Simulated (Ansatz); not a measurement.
# InP: the cost of one run

The runs shown are made with Ansatz 0.2.0. PAW datasets, plane waves, zero pressure. Computed at 0 K without zero-point motion; spin polarisation is off.

### 1 The system as given

This is the cell as the run starts from it, not yet at rest; its lengths are not the crystal's.

Space group F-43m (No. 216), cubic; a = 5.665 Å in the conventional setting, 22.73 Å³ an atom. Near In stand 4 P at 2.45 Å; near P stand 4 In at 2.45 Å.

As a file:

```
In P
1.0
     0.00000    2.83260    2.83260
     2.83260    0.00000    2.83260
     2.83260    2.83260    0.00000
In P
1 1
Direct
  0.00000 0.00000 0.00000
  0.25000 0.25000 0.25000
```

### 2 PBE: cell and atoms

Contents of input.yaml:

```yaml
crystal:
  lattice:
    - [0.0, 2.8325958907, 2.8325958907]
    - [2.8325958907, 0.0, 2.8325958907]
    - [2.8325958907, 2.8325958907, 0.0]
  atoms:
    - { symbol: In, position: [0.0, 0.0, 0.0] }
    - { symbol: P, position: [0.25, 0.25, 0.25] }
kpoints:
  mp_grid: { grid: [8, 8, 8] }
hamiltonian:
  xc: pbe
scf:
  occupations: { method: fermi_dirac, width: 0.02 }
relax:
  f_tol: 0.005
  cell: {}
```

Run with:

```console
> ansatz run input.yaml --threads 4 --pin off --max-ram 7372MiB --backend cpu --events-out ev --progress --plain --runs-dir out
```

**Question.** How long does this run take on 4 threads of Arm Neoverse V1, shared host, and how much memory does it need?

About 2.9 s, with a peak of 0.34 GiB.
